**Why is the valence top of my bulk MoS₂ at such an odd k-point?**

I have a calculation of bulk MoS₂ in the 3R stacking, with one layer in the rhombohedral cell. A Hubbard term of 2 eV acts on Mo d. These are the levels near the gap at several k-points, counted from the highest filled one.

GPAW 26.7.0 calculation of bulk MoS₂ (R3m, three-atom cell) at the given geometry, using r2SCAN with U = 2 eV on Mo d, PAW data sets (six valence electrons for Mo) and a 600 eV plane-wave cutoff. The k mesh is 5×5×5, with Fermi–Dirac smearing of 0.05 eV and no spin polarisation or spin–orbit coupling. Levels are counted from the valence top on this mesh.

| point a (reciprocal cell vector) | point b (reciprocal cell vector) | point c (reciprocal cell vector) | level point (row) | level under 4 (eV) | level under 3 (eV) | level under 2 (eV) | level under 1 (eV) | level over 1 (eV) | level over 2 (eV) |
| --- | --- | --- | --- | --- | --- | --- | --- | --- | --- |
| 0.0000 | 0.0000 | 0.0000 | 1 | -2.340 | -2.340 | -1.244 | -1.160 | 2.325 | 2.325 |
| 0.2000 | 0.0000 | -0.2000 | 2 | -3.956 | -3.089 | -1.868 | -1.518 | 1.154 | 2.038 |
| 0.2000 | 0.0000 | 0.0000 | 3 | -3.129 | -2.949 | -1.440 | -1.252 | 1.540 | 2.158 |
| 0.2000 | 0.2000 | -0.2000 | 4 | -3.991 | -2.415 | -1.941 | -1.679 | 1.704 | 1.839 |
| 0.4000 | 0.0000 | -0.4000 | 5 | -4.105 | -3.775 | -2.803 | -0.950 | 1.441 | 2.777 |
| 0.4000 | 0.4000 | 0.2000 | 6 | -3.075 | -2.989 | -2.173 | -1.000 | 1.963 | 2.012 |
| 0.4000 | 0.4000 | 0.4000 | 7 | -3.363 | -2.313 | -2.313 | 0.000 | 2.411 | 2.411 |

1. Why do exactly equal levels turn up only at points 1 and 7?
2. I expected the valence top of bulk MoS₂ at Γ. Why is mine at point 7?
3. Why is the top filled level so much higher at point 7 than at point 1, when the pairs of equal levels hardly move?
4. Does this happen only at these two points?
5. How many digits of the 1.154 eV gap can I trust?
6. Is 2.391 eV the direct gap at K?
7. What would change if the layers were pulled apart, or if W replaced Mo?

**Answer**

**1. Equal levels.** Call the three coordinates of a point $a$, $b$ and $c$. The differences $a-b$ and $b-c$ fix the wave vector within the layer, and the sum fixes the phase $\varphi = 120^\circ\,(a+b+c)$ by which the wave function changes over one layer spacing along the stacking axis. Off the axis, the sideways shift of the next layer adds a phase of its own. At points 1 and 7 both differences are zero, so both points lie on the stacking axis. The threefold rotation about this axis and the mirror planes that contain it leave such a wave vector unchanged, but they mix in-plane orbitals of $x$ and $y$ type with one another. Together they force these orbitals into pairs of equal energy. At the other five points the rotation leads to a different wave vector, and the pairs split.

**2. Γ or point 7.** Within the layer, point 7 is just as much "Γ" as point 1. The two differ only in the phase between layers, which is 0° at point 1 and 144° at point 7, close to the 180° of the zone boundary Z. The 2H form of MoS₂, whose valence top is at Γ, has two layers in its cell, and there states that change sign from layer to layer are folded back onto Γ. With one layer per cell they stay near Z, so your result doesn't contradict a valence top at Γ.

**3. What lifts the top level.** From point 1 to point 7 the top filled level rises by 1.160 eV. The filled pair moves by only 0.027 eV and the lowest empty pair by 0.086 eV. A shift of the energy zero would have moved them all alike, so the phase between layers acts on some orbitals and spares others.

The orbitals that feel it are those that reach across the space between the layers, above all the $p_z$ orbitals of sulfur. This assignment comes from the well-known chemistry of MoS₂, not from the table. Each layer has a sulfur sheet on either face, and their $p_z$ orbitals can be combined in two ways. In the first, which also contains Mo $d_{z^2}$, the outward lobes on the two faces have the same sign; in the second they have opposite signs.

Now take the two limiting phases. At 0° every layer repeats the one below. Lobes of the first combination then meet across the space with equal signs, which is bonding and lowers the level, while those of the second meet with opposite signs, which raises it. At 180° each layer is reversed, so the first combination is pushed up and the second pulled down.

The table holds no orbital characters, but its levels fit this pattern. At point 1 two single levels lie only 0.084 eV apart, both above the filled pair. At point 7 one of them has become the valence top, and the other has fallen by at least 2.1 eV, which puts it 1 eV or more below the pair. The level at −3.363 eV may be this one, or one half of a second pair with the single level lower still. On sulfur, the pairs contain only $p_x$ and $p_y$ orbitals, which lie in the plane and overlap little across the space, so they hardly move.

**4. Away from the axis.** Points 3 and 6 offer a fair comparison, because their wave vectors within the layer would be equivalent by symmetry in a single layer, while the phase is 24° at one and 120° at the other. The upper two filled levels again move apart, from 0.188 to 1.173 eV. Most of the change comes from the lower of the two, while the top one rises by only a quarter of an eV. The table orders levels by energy alone, so the second place at point 6 may belong to a different orbital than at point 3. The coupling between layers is therefore at work here too, but it lifts the top level less than it does on the axis.

**5. The indirect gap.** The gap of 1.154 eV runs from the filled level at point 7 to the empty level at point 2. The mesh samples the bands only here and there, so the true valence top can only be higher and the true conduction bottom only lower. For this structure and this functional with its Hubbard term, the value is thus an upper bound, apart from small shifts of the levels themselves: the electron density comes from the same coarse mesh, and mesh and cutoff are usual working values, not converged limits. A run with a Hubbard term also keeps the electronic state that its start led to. The bound holds for that state, and a single run can't show whether another start would end in a different one. The value is no bound on the measured gap, because functionals of this kind tend to give gaps that are too small, and because the atoms are held still here, without the vibrations that shift a measured gap.

The part lost at the valence top can be estimated. If each layer couples only to its neighbours, a single level follows

$$E(\varphi) = E_0 - 2t\cos\varphi ,$$

where $E_0$ is its mean energy and $t$ the strength of the coupling. On the way from 0° to 180° it climbs by $4t$, and at 144° it has covered the share $(1-\cos 144^\circ)/2 = 0.90$ of that climb. The full climb is then $1.160/0.9045 = 1.28$ eV, which leaves about 0.12 eV between point 7 and Z.

Take this as a rough ceiling of about a tenth of an eV. Points 1 and 7 both went into the estimate, so they can't test it. The mesh also holds the axis point (0.2, 0.2, 0.2) at 72°, which the table leaves out; its levels from the same run would test the shape. The two single levels also have the same symmetry and repel each other, which a lone cosine ignores. In the picture of answer 3 this repulsion vanishes at both limiting phases and acts only in between. It therefore holds the top level up at point 7 but not at Z, and the missing part is probably smaller than the cosine says. Off the axis the formula fails: between points 3 and 6 it would give a rise of $1.28\times(\cos 24^\circ-\cos 120^\circ)/2 \approx 0.9$ eV, more than three times the computed one. The printed output after this answer lists the estimate and the differences used here.

The geometry limits the digits as well. The structure was not relaxed in this setup. A compressive stress of about 7.6 GPa remains along the stacking axis and about 6.5 GPa within the layer, and opposite forces of 0.6 to 0.7 eV/Å act on the two sulfur atoms along the axis. Much of the stress therefore probably sits in the Mo–S bonds rather than in the contact between layers. Moving the sulfur sheets changes their distance across the space even in a fixed cell, and a level that depends on this contact will shift with it. The run has no dispersion correction, so a layer distance relaxed in this setup would need checking too. The part lost at the conduction bottom is unknown and comes on top of the estimate above. I would quote "at most 1.15 eV, probably lower by some hundredths of an eV or more, at this geometry", and leave the third decimal out.

**6. The direct gap.** The value of 2.391 eV belongs to point 5, which lies beyond K, 40% of the way from K to M. Point 7 has almost the same direct gap, only 0.020 eV larger, so the order of these two means little on such a mesh. In MoS₂ the smallest direct gap is known to lie at K itself, so there it should be smaller than at point 5, though this run has no point at K to show it. Your number is again an upper bound.

The conduction bottom suffers from the same gap in the mesh. Point 2 lies 60% of the way from Γ to K, near the valley usually called Q, and its empty level is 0.287 eV below that of point 5. But K falls between these two points, and the band may dip there. Whether Q or K is lower has to be settled with a band plot along the line from Γ through K.

**7. Other layers, other metal.** Pull the layers far apart, and the sulfur lobes no longer meet. The phase then has no effect, points 1 and 7 become identical, and the top level settles somewhere between its two present positions. The valence states near K depend much less on the contact between layers. In a single layer they are known to form the valence top, and the gap becomes direct. Any moderate widening is a step in this direction: the top at point 7 comes down, and the indirect gap opens.

Replacing Mo by W shifts the metal d levels, by amounts that only a new run can give. It also brings a stronger spin–orbit coupling, which this calculation leaves out. This coupling splits the valence top at K, by roughly 0.15 eV for Mo and 0.4 eV for W (recalled values), and so makes the direct gap there smaller. The top level on the axis hardly splits, because $p_z$ and $d_{z^2}$ orbitals carry no angular momentum about that axis. As long as the valence top stays on the axis, spin–orbit coupling therefore changes the indirect gap mainly through the conduction bottom, which can split as well if it lies near Q.

Output of the analysis:

```
Position and spacings (eV):
  row  a-b  b-c  in-plane length before folding  phase per layer in degrees  direct gap  spacing of upper two filled levels
  0.0    0    0                               0                           0       3.485                               0.084
  0.2  0.2  0.2                          0.3464                           0       2.672                                0.35
  0.2  0.2    0                             0.2                          24       2.792                               0.188
  0.2    0  0.4                             0.4                          24       3.383                               0.262
  0.4  0.4  0.4                          0.6928                           0       2.391                               1.853
  0.4    0  0.2                             0.2                         120       2.963                               1.173
  0.4    0    0                               0                         144       2.411                               2.313
Indirect gap on the mesh, eV: 1.154
Smallest direct gap in the table, eV: 2.391
Direct gap at point 7 less that at point 5, eV: 0.02
Number of points with a degenerate empty pair: 2
Rise of top filled level from point 1 to point 7, eV: 1.16
Shift of filled pair from point 1 to point 7, eV: 0.027
Shift of empty pair from point 1 to point 7, eV: 0.086
Rise of top level over shift of empty pair, ratio: 13.49
Least fall of the second single level from point 1 to point 7, eV: 2.119
Change of top filled level from point 3 to point 6, eV: 0.252
Change of second filled level from point 3 to point 6, eV: -0.733
Top filled level at point 7 above that at point 5, eV: 0.95
Top filled level at point 5 above that at point 1, eV: 0.21
Lowest empty level at point 5 above that at point 2, eV: 0.287
Point 2 as fraction of the way from Gamma to K: 0.6
Point 5 as fraction of the way from K to M: 0.4
Share of a cosine band's full swing reached at point 7: 0.9045
Rise still missed up to Z in the cosine picture, eV (order of magnitude only): 0.1225
```
